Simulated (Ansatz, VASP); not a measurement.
**Two plane-wave programs on BeS**

```
Be S
1.0
     0.00000    2.31946    2.31946
     2.31946    0.00000    2.31946
     2.31946    2.31946    0.00000
Be S
1 1
Direct
  0.00000 0.00000 0.00000
  0.50000 0.50000 0.50000
```

Alike in both runs: task single point; functional PBEsol; k mesh 10 × 10 × 10; occupations gaussian, width 0.02 eV; no spin polarisation.

|  | VASP | Ansatz |
| --- | --- | --- |
| version | VASP 6.6.1 | Ansatz 0.2.0 |
| potentials or method | VASP PAW PBE potentials, release 64 (Be, S) | scalar-relativistic, plane waves, PAW |
| plane-wave cutoff (eV) | 520 | 420 |
| valence electrons in the cell | 8 | 8 |

Ansatz gave:

| Quantity | Value |
| --- | --- |
| gap on the k mesh at the Fermi level (eV) | 0.99 |
| least direct gap on the mesh (eV) | 4.12 |
| pressure (GPa) | -3.4 |

Problem. Estimate VASP's values.

Solution. gap on the k mesh at the Fermi level (eV): 1.01; least direct gap on the mesh (eV): 4.14; pressure (GPa): -3.3.

Caveats: the PAW data sets were made with another functional, which shifts forces and pressure a little (VASP). A k mesh can miss the band edges.
